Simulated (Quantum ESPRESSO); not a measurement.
# Cr (Im-3m) in Quantum ESPRESSO: notebook, part 3 of 3

Quantum ESPRESSO 7.5.

## Step 5: Phonons, PBEsol, collinear spin, ferromagnetic start, target pressure 20 GPa, at which the enthalpy is minimised

pw.in reads:

```
&CONTROL
  calculation = 'scf'
  prefix = 'pwscf'
  outdir = './tmp'
  pseudo_dir = './pseudo'
  tprnfor = .true.
  tstress = .true.
  disk_io = 'low'
/
&SYSTEM
  ibrav = 0
  nat = 1
  ntyp = 1
  ecutwfc = 45
  ecutrho = 360
  nbnd = 16
  occupations = 'smearing'
  smearing = 'mv'
  degauss = 0.01469973
  nspin = 2
  starting_magnetization(1) = 0.2143
/
&ELECTRONS
  conv_thr = 2d-10
  electron_maxstep = 120
  mixing_beta = 0.3
/
ATOMIC_SPECIES
Cr    51.9961 cr_pbesol_v1.5.uspp.F.UPF
CELL_PARAMETERS bohr
  -2.8052033365    2.8052033365    2.8052033365
   2.8052033365   -2.8052033365    2.8052033365
   2.8052033365    2.8052033365   -2.8052033365
ATOMIC_POSITIONS bohr
Cr     0.0000000000    0.0000000000    0.0000000000
K_POINTS automatic
10 10 10 0 0 0
```

relax.in reads:

```
&CONTROL
  calculation = 'vc-relax'
  prefix = 'pwscf'
  outdir = './tmp'
  pseudo_dir = './pseudo'
  tprnfor = .true.
  tstress = .true.
  disk_io = 'low'
  nstep = 40
  forc_conv_thr = 0.0001
  etot_conv_thr = 1d-06
/
&SYSTEM
  ibrav = 0
  nat = 1
  ntyp = 1
  ecutwfc = 45
  ecutrho = 360
  nbnd = 16
  occupations = 'smearing'
  smearing = 'mv'
  degauss = 0.01469973
  nspin = 2
  starting_magnetization(1) = 0.2143
/
&ELECTRONS
  conv_thr = 2d-10
  electron_maxstep = 120
  mixing_beta = 0.3
/
&IONS
  ion_dynamics = 'bfgs'
/
&CELL
  cell_dynamics = 'bfgs'
  press = 200
  press_conv_thr = 0.2
/
ATOMIC_SPECIES
Cr    51.9961 cr_pbesol_v1.5.uspp.F.UPF
CELL_PARAMETERS bohr
  -2.8052033365    2.8052033365    2.8052033365
   2.8052033365   -2.8052033365    2.8052033365
   2.8052033365    2.8052033365   -2.8052033365
ATOMIC_POSITIONS bohr
Cr     0.0000000000    0.0000000000    0.0000000000
K_POINTS automatic
10 10 10 0 0 0
```

scf2.in reads:

```
&CONTROL
  calculation = 'scf'
  prefix = 'pwscf'
  outdir = './tmp'
  pseudo_dir = './pseudo'
  tprnfor = .true.
  tstress = .true.
  disk_io = 'low'
/
&SYSTEM
  ibrav = 0
  nat = 1
  ntyp = 1
  ecutwfc = 45
  ecutrho = 360
  nbnd = 16
  occupations = 'smearing'
  smearing = 'mv'
  degauss = 0.01469973
  nspin = 2
  starting_magnetization(1) = 0.2143
/
&ELECTRONS
  conv_thr = 1d-13
  electron_maxstep = 120
  mixing_beta = 0.3
  startingpot = 'file'
  startingwfc = 'file'
/
ATOMIC_SPECIES
Cr    51.9961 cr_pbesol_v1.5.uspp.F.UPF
CELL_PARAMETERS bohr
  -2.6056428735    2.6056428735    2.6056428735
   2.6056428735   -2.6056428735    2.6056428735
   2.6056428735    2.6056428735   -2.6056428735
ATOMIC_POSITIONS bohr
Cr     0.0000000000    0.0000000000    0.0000000000
K_POINTS automatic
10 10 10 0 0 0
```

ph.in reads:

```
phonons of Cr
&INPUTPH
  prefix = 'pwscf'
  outdir = './tmp'
  tr2_ph = 1d-18
  fildyn = 'dyn'
  niter_ph = 90
  alpha_mix(1) = 0.4
/
0.4330127019 0.4330127019 0.0000000000
```

Potentials or basis: GBRV 1.5 PBEsol.

Run with:

```sh
OMP_NUM_THREADS=1 mpirun -n 4 pw.x -nk 4 -in pw.in > pw.out
OMP_NUM_THREADS=1 mpirun -n 4 pw.x -nk 4 -in relax.in > relax.out
OMP_NUM_THREADS=1 mpirun -n 4 pw.x -nk 4 -in scf2.in > scf2.out
OMP_NUM_THREADS=1 mpirun -n 4 ph.x -nk 4 -in ph.in > ph.out
```

pw.out:

```text
This program is part of the open-source Quantum ESPRESSO suite
     for quantum simulation of materials; please cite
[... 6 lines left out ...]
     using ibrav=0 with symmetry is DISCOURAGED, use correct ibrav instead

     K-points division:     npool     =       4
     Subspace diagonalization in iterative solution of the eigenvalue problem:
     a serial algorithm will be used

     G-vector sticks info
     --------------------
     sticks:   dense  smooth     PW     G-vecs:    dense   smooth      PW
     Sum         631     315    129                10149     3559     959

     Using Slab Decomposition

     bravais-lattice index     =            0
     lattice parameter (alat)  =       4.8588  a.u.
     unit-cell volume          =      88.2984 (a.u.)^3
     number of atoms/cell      =            1
     number of atomic types    =            1
     number of electrons       =        14.00
[... 535 lines left out ...]
          k = 0.0000 0.0000 0.0000 (   429 PWs)   bands (ev):

   -55.0035 -26.0581 -26.0581 -26.0581   9.2268  15.8882  15.8882  15.8882
    17.6071  17.6071  37.9736  37.9736  37.9736  44.0684  44.0684  47.0135
[... 228 lines left out ...]
   -54.7844 -26.4950 -26.4950 -26.4950  13.0113  13.0113  18.7312  18.7312
    18.7312  26.1381  26.1381  26.1381  32.3059  32.3059  37.2177  50.1314

     the Fermi energy is    16.6905 ev

!    total energy              =    -175.37409170 Ry
     estimated scf accuracy    <          7.7E-11 Ry
     smearing contrib. (-TS)   =      -0.00033305 Ry
     internal energy E=F+TS    =    -175.37375865 Ry

     The total energy is F=E-TS. E is the sum of the following terms:
     one-electron contribution =     -65.31398923 Ry
     hartree contribution      =      39.16256264 Ry
     xc contribution           =     -22.08542422 Ry
     ewald contribution        =    -127.13690784 Ry

     total magnetization       =     0.00 Bohr mag/cell
     absolute magnetization    =     0.00 Bohr mag/cell

     convergence has been achieved in  15 iterations

     negative rho (up, down):  4.968E-04 4.968E-04

     Forces acting on atoms (cartesian axes, Ry/au):

     atom    1 type  1   force =     0.00000000    0.00000000    0.00000000

     Total force =     0.000000     Total SCF correction =     0.000000

     Computing stress (Cartesian axis) and pressure

     negative rho (up, down):  4.968E-04 4.968E-04
          total   stress  (Ry/bohr**3)                   (kbar)     P=     -319.68
  -0.00217316  -0.00000000  -0.00000000         -319.68       -0.00       -0.00
  -0.00000000  -0.00217316  -0.00000000           -0.00     -319.68       -0.00
  -0.00000000  -0.00000000  -0.00217316           -0.00       -0.00     -319.68

=------------------------------------------------------------------------------=
   JOB DONE.
=------------------------------------------------------------------------------=
```

It took 2.4 min on 4 MPI ranks of Intel Xeon at 2.50GHz (Skylake/Cascade Lake), shared host; peak memory 0.36 GiB.

What came out:

| Quantity | Value |
| --- | --- |
| Free energy | -2386.2644 eV |
| Relaxed volume | 10.49 Å³/atom |
| Relaxed cell | a = 2.388 Å, b = 2.388 Å, c = 2.388 Å, α = 109.47°, β = 109.47°, γ = 109.47° |
| Space group after relaxing (to 0.05 Å) | Im-3m (No. 229) |
| Pressure after relaxing | 19.9 GPa |
| Band gap on the k mesh | none (metal or under the smearing width) |
| Net moment | 0.00 μB per cell |
| Absolute moment | 0.00 μB per cell |
| Valence electrons inside the program's atomic spheres | Cr 12.30 |
| Highest phonon frequency at the q point run | 398 cm⁻¹ |

Step by step:
```tsv
step	energy change (eV)	largest force (eV/Å)	pressure (GPa)	volume (Å³)
1	0.0000	0.0000	-31.97	13.08
2	-0.0706	0.0000	42.36	9.91
3	-0.2014	0.0000	13.20	10.69
4	-0.1818	0.0000	19.47	10.50
5	-0.1798	0.0000	20.02	10.49
6	-0.1800	0.0000	19.99	10.49
7	-0.1800	0.0000	19.99	10.49
```

Final structure:
```
CELL_PARAMETERS angstrom
-1.37885 1.37885 1.37885
1.37885 -1.37885 1.37885
1.37885 1.37885 -1.37885
ATOMIC_POSITIONS crystal
Cr 0.00000 0.00000 0.00000
```

Levels at points of the mesh, in eV from the Fermi level:
Spin up:
```csv
k point,band 3,band 4,band 5,band 6,band 7,band 8,band 9,band 10,band 11,band 12
"(0.00, 0.00, 0.00)",-42.48,-42.48,-8.31,-1.11,-1.11,-1.11,1.19,1.19,22.98,22.98
"(0.00, 0.00, -0.50)",-42.87,-42.49,-5.05,-2.90,1.23,1.29,1.61,3.23,11.05,17.70
"(-0.50, -0.50, -0.50)",-43.33,-43.33,-5.07,-5.07,2.77,2.77,2.77,11.39,11.39,11.39
```
Spin down:
| k point | band 3 | band 4 | band 5 | band 6 | band 7 | band 8 | band 9 | band 10 | band 11 | band 12 |
| --- | --- | --- | --- | --- | --- | --- | --- | --- | --- | --- |
| (0.00, 0.00, 0.00) | -42.48 | -42.48 | -8.31 | -1.11 | -1.11 | -1.11 | 1.19 | 1.19 | 22.98 | 22.98 |
| (0.00, 0.00, -0.50) | -42.87 | -42.49 | -5.05 | -2.90 | 1.23 | 1.29 | 1.61 | 3.23 | 11.05 | 17.70 |
| (-0.50, -0.50, -0.50) | -43.33 | -43.33 | -5.07 | -5.07 | 2.77 | 2.77 | 2.77 | 11.39 | 11.39 | 11.39 |

Phonon frequencies in cm⁻¹ (negative: imaginary):
| q point | frequencies |
| --- | --- |
| (0.000, 0.000, 0.500) | 220 284 398 |

Phonon modes at q = (0.000, 0.000, 0.500) in reciprocal lattice units:
```
mode  symmetry  cm⁻¹
   1      B_1u   220
   2      B_2u   284
   3      B_3u   398
```

Caveat: the mesh is thin for the phonons of a metal; the volume moved by over 15 % at a fixed basis, so the end points are rough; the cell is more than 3 GPa from zero pressure, which shifts response properties; the starting moments collapsed, and a magnetic state may lie lower.

## Step 6: Phonons, PBEsol, collinear spin, ferromagnetic start, target pressure 40 GPa, at which the enthalpy is minimised

pw.in is that of step 5.

relax.in: that of step 5 with these lines changed.

```diff
@@ -35,3 +35,3 @@
   cell_dynamics = 'bfgs'
-  press = 200
+  press = 400
   press_conv_thr = 0.2
```

scf2.in: that of step 5 with these lines changed.

```diff
@@ -32,5 +32,5 @@
 CELL_PARAMETERS bohr
-  -2.6056428735    2.6056428735    2.6056428735
-   2.6056428735   -2.6056428735    2.6056428735
-   2.6056428735    2.6056428735   -2.6056428735
+  -2.5620305366    2.5620305366    2.5620305366
+   2.5620305366   -2.5620305366    2.5620305366
+   2.5620305366    2.5620305366   -2.5620305366
 ATOMIC_POSITIONS bohr
```

ph.in is that of step 5.

Potentials or basis: GBRV 1.5 PBEsol.

Run with:

```sh
OMP_NUM_THREADS=1 mpirun -n 4 pw.x -nk 4 -in pw.in > pw.out
OMP_NUM_THREADS=1 mpirun -n 4 pw.x -nk 4 -in relax.in > relax.out
OMP_NUM_THREADS=1 mpirun -n 4 pw.x -nk 4 -in scf2.in > scf2.out
OMP_NUM_THREADS=1 mpirun -n 4 ph.x -nk 4 -in ph.in > ph.out
```

pw.out:

```text
This program is part of the open-source Quantum ESPRESSO suite
     for quantum simulation of materials; please cite
[... 6 lines left out ...]
     using ibrav=0 with symmetry is DISCOURAGED, use correct ibrav instead

     K-points division:     npool     =       4
     Subspace diagonalization in iterative solution of the eigenvalue problem:
     a serial algorithm will be used

     G-vector sticks info
     --------------------
     sticks:   dense  smooth     PW     G-vecs:    dense   smooth      PW
     Sum         631     315    129                10149     3559     959

     Using Slab Decomposition

     bravais-lattice index     =            0
     lattice parameter (alat)  =       4.8588  a.u.
     unit-cell volume          =      88.2984 (a.u.)^3
     number of atoms/cell      =            1
     number of atomic types    =            1
     number of electrons       =        14.00
     number of Kohn-Sham states=           16
     kinetic-energy cutoff     =      45.0000  Ry
     charge density cutoff     =     360.0000  Ry
     scf convergence threshold =      2.0E-10
     mixing beta               =       0.3000
     number of iterations used =            8  plain     mixing
     Exchange-correlation= SLA  PW   PSX  PSC
                           (   1   4  10   8   0   0   0)

     celldm(1)=   4.858755  celldm(2)=   0.000000  celldm(3)=   0.000000
     celldm(4)=   0.000000  celldm(5)=   0.000000  celldm(6)=   0.000000

     crystal axes: (cart. coord. in units of alat)
               a(1) = (  -0.577350   0.577350   0.577350 )
[... 271 lines left out ...]
     iteration # 15     ecut=    45.00 Ry     beta= 0.30
     Davidson diagonalization with overlap
     ethr =  1.75E-11,  avg # of iterations =  1.1

     negative rho (up, down):  4.968E-04 4.968E-04

     Magnetic moment per site  (integrated on atomic sphere of radius R)
     atom   1 (R=0.412)  charge= 12.3020  magn=  0.0000

     End of self-consistent calculation

 ------ SPIN UP ------------

          k = 0.0000 0.0000 0.0000 (   429 PWs)   bands (ev):

   -55.0035 -26.0581 -26.0581 -26.0581   9.2268  15.8881  15.8881  15.8881
    17.6071  17.6071  37.9736  37.9736  37.9736  44.0683  44.0683  47.0134
[... 228 lines left out ...]
   -54.7844 -26.4950 -26.4950 -26.4950  13.0112  13.0112  18.7312  18.7312
    18.7312  26.1381  26.1381  26.1381  32.3059  32.3059  37.2176  50.1314

 ------ SPIN DOWN ----------

          k = 0.0000 0.0000 0.0000 (   429 PWs)   bands (ev):

   -55.0035 -26.0581 -26.0581 -26.0581   9.2268  15.8882  15.8882  15.8882
    17.6071  17.6071  37.9736  37.9736  37.9736  44.0684  44.0684  47.0135
[... 228 lines left out ...]
   -54.7844 -26.4950 -26.4950 -26.4950  13.0113  13.0113  18.7312  18.7312
    18.7312  26.1381  26.1381  26.1381  32.3059  32.3059  37.2177  50.1314

     the Fermi energy is    16.6905 ev

!    total energy              =    -175.37409170 Ry
     estimated scf accuracy    <          7.7E-11 Ry
     smearing contrib. (-TS)   =      -0.00033305 Ry
     internal energy E=F+TS    =    -175.37375865 Ry

     The total energy is F=E-TS. E is the sum of the following terms:
     one-electron contribution =     -65.31398923 Ry
     hartree contribution      =      39.16256264 Ry
     xc contribution           =     -22.08542422 Ry
     ewald contribution        =    -127.13690784 Ry

     total magnetization       =     0.00 Bohr mag/cell
     absolute magnetization    =     0.00 Bohr mag/cell

     convergence has been achieved in  15 iterations

     negative rho (up, down):  4.968E-04 4.968E-04

     Forces acting on atoms (cartesian axes, Ry/au):

     atom    1 type  1   force =     0.00000000    0.00000000    0.00000000

     Total force =     0.000000     Total SCF correction =     0.000000

     Computing stress (Cartesian axis) and pressure

     negative rho (up, down):  4.968E-04 4.968E-04
          total   stress  (Ry/bohr**3)                   (kbar)     P=     -319.68
  -0.00217316  -0.00000000  -0.00000000         -319.68       -0.00       -0.00
  -0.00000000  -0.00217316  -0.00000000           -0.00     -319.68       -0.00
   0.00000000  -0.00000000  -0.00217316            0.00       -0.00     -319.68

=------------------------------------------------------------------------------=
   JOB DONE.
=------------------------------------------------------------------------------=
```

It took 2.3 min on 4 MPI ranks of Intel Xeon at 2.50GHz (Skylake/Cascade Lake), shared host; peak memory 0.36 GiB.

What came out:

| Quantity | Value |
| --- | --- |
| Free energy | -2386.1686 eV |
| Relaxed volume | 9.97 Å³/atom |
| Relaxed cell | a = 2.348 Å, b = 2.348 Å, c = 2.348 Å, α = 109.47°, β = 109.47°, γ = 109.47° |
| Space group after relaxing (to 0.05 Å) | Im-3m (No. 229) |
| Pressure after relaxing | 39.9 GPa |
| Band gap on the k mesh | none (metal or under the smearing width) |
| Net moment | 0.00 μB per cell |
| Absolute moment | 0.00 μB per cell |
| Valence electrons inside the program's atomic spheres | Cr 12.30 |
| Highest phonon frequency at the q point run | 438 cm⁻¹ |

The path:
```csv
step,energy change (eV),largest force (eV/Å),pressure (GPa),volume (Å³)
1,0.0000,0.0000,-31.97,13.08
2,0.3990,0.0000,103.59,8.85
3,-0.1727,0.0000,21.91,10.43
4,-0.0999,0.0000,37.23,10.03
5,-0.0833,0.0000,40.16,9.96
6,-0.0843,0.0000,40.00,9.97
7,-0.0843,0.0000,40.00,9.97
```

Final structure:
```yaml
crystal:
  lattice:
    - [-1.35577, 1.35577, 1.35577]
    - [1.35577, -1.35577, 1.35577]
    - [1.35577, 1.35577, -1.35577]
  atoms:
    - { symbol: Cr, position: [0.00000, 0.00000, 0.00000] }
```

Phonon frequencies in cm⁻¹ (negative: imaginary):
```csv
q point,frequencies
"(0.000, 0.000, 0.500)",235 296 438
```

Phonon modes at q = (0.000, 0.000, 0.500) in reciprocal lattice units:
| mode | symmetry | cm⁻¹ |
| --- | --- | --- |
| 1 | B_1u | 235 |
| 2 | B_2u | 296 |
| 3 | B_3u | 438 |

Caveat: the mesh is thin for the phonons of a metal; the volume moved by over 15 % at a fixed basis, so the end points are rough; the cell is more than 3 GPa from zero pressure, which shifts response properties; the starting moments collapsed, and a magnetic state may lie lower.
